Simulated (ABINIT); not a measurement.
Wanted: the native input for an ABINIT 10.8.3 (patched build) run.

* Task: equation of state
* Functional: PBE
* Potentials or basis: JTH PAW PBE v2.0
* Cutoff: 707 eV
* k mesh: 13 × 13 × 13
* Occupations: fermi-dirac, width 0.05 eV
* Spin: collinear spin, ferromagnetic start
* Starting moments: [3.0] μB
* Fine-grid cutoff: 1306.15 eV

Crystal: Fe.

```
CELL_PARAMETERS angstrom
-1.44300 1.44300 1.44300
1.44300 -1.44300 1.44300
1.44300 1.44300 -1.44300
ATOMIC_POSITIONS crystal
Fe 0.00000 0.00000 0.00000
```

These files were run (other wordings do the same):

run.abi

```
# Datasets: one volume each
ndtset 7
getwfk -1
scalecart1 3*0.9795861087
scalecart2 3*0.9864848297
scalecart3 3*0.9932883884
scalecart4 3*1.0000000000
scalecart5 3*1.0066227096
scalecart6 3*1.0131594038
scalecart7 3*1.0196128224

# Pseudopotentials
pp_dirpath "./"
pseudos "Fe.GGA_PBE-JTH.xml"

# Structure
acell 4.7230856957 4.7230856957 4.7230856957
rprim
    -0.5773502692     0.5773502692     0.5773502692
     0.5773502692    -0.5773502692     0.5773502692
     0.5773502692     0.5773502692    -0.5773502692
ntypat 1
znucl 26
natom 1
typat 1
xred
     0.0000000000     0.0000000000     0.0000000000

# Plane-wave basis
ecut 26.0
pawecutdg 48.0
pawxcdev 0

# k points
kptopt 1
ngkpt 13 13 13
nshiftk 1
shiftk 0.0 0.0 0.0

# Exchange and correlation
ixc 11

# Bands and occupations
nband 13
occopt 3
tsmear 0.00183747

# Spin
nsppol 2
spinat
     0.0000000000     0.0000000000     3.0000000000

# SCF cycle
nstep 100
tolvrs 1.0e-9

# Output
iomode 3
prtwf 1
prtden 0
prteig 0
prtebands 0
```

Potentials or basis: JTH PAW PBE v2.0.

Run with:

```sh
$ abinit run.abi > log 2>&1
```

It gave:

* Equilibrium volume: 11.28 Å³/atom (rough: see the caveat)
* Bulk modulus: 224 GPa (rough)

Caveat: pressures at fixed basis lie under the slope of the energies; the fit is doubtful: noisy points or a state that changes with volume; the minimum lies outside the volumes run.

It took 3.3 min on 1 thread of Arm Neoverse V2 (shared host), peak memory 0.16 GiB.
